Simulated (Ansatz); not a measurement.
Runs of Ansatz 0.2.0 on CdSe. Symmetry: F-43m, No. 216, cubic system. Conventional cell: a = 6.141 Å, b = 6.141 Å, c = 6.141 Å, α = 90.00°, β = 90.00°, γ = 90.00°. Around Cd (site symmetry -43m) lie 4 Se at 2.66 Å. Se (site symmetry -43m) has 4 Cd at 2.66 Å as nearest neighbours. Measurements of this composition are mostly on another form, of space group No. 186.

| task | level | spin | cell | k mesh | cutoff (eV) | smearing | points for each segment of the path | mesh quality | gap on the mesh (eV) | pressure (GPa) |
| --- | --- | --- | --- | --- | --- | --- | --- | --- | --- | --- |
| relaxation of cell and atoms | HSEsol | off | relaxed | 4 × 4 × 4 | 420 | fermi-dirac 0.05 eV | - | coarse | 1.42 | 0.0 |
| band structure | PBEsol0 | off | as given | 4 × 4 × 4 | 420 | fermi-dirac 0.05 eV | 4 | coarse | 2.01 | (b) |
| Born charges and dielectric tensor | PBE | off | as given | 8 × 8 × 8 | 420 | fixed | - | not flagged | 0.55 | - |
| single point | PBE | off | as given | 8 × 8 × 8 | 420 | gaussian 0.013 eV | - | not flagged | 0.55 | 1.3 |
| band structure | r2SCAN50 | off | as given | 4 × 4 × 4 | 500 | fermi-dirac 0.05 eV | 4 | coarse | (a) | -1.2 |
| single point | PBE | off | as given | 8 × 8 × 8 | 420 | gaussian 0.019 eV | - | not flagged | 0.55 | 1.3 |
| band structure | PBE | off | as given | 8 × 8 × 8 | 420 | fermi-dirac 0.05 eV | 14 | not flagged | 0.55 | 1.3 |
| single point | HSE06 | SOC, no magnetisation | as given | 4 × 4 × 4 | 420 | fermi-dirac 0.05 eV | - | coarse | 1.36 | 0.2 |

Alike in all rows: potentials or basis Ansatz PAW.

Question: Estimate the missing entries.

Answer: (a) 3.89; (b) -1.8.

Caveats: some runs use coarse meshes; the PAW data sets come from PBE, with cores solved anew for the run's functional, which leaves a small shift of forces and pressure (some runs); the thresholds are loose for stress (some runs); the plane-wave basis is chosen anew once the cell has moved, so the energies of steps on either side of that aren't comparable (some runs); the gap is small at this level, which inflates the dielectric constant (some runs).

A k mesh can miss the band edges, and rows without SOC leave out spin-orbit coupling on Cd, Se.
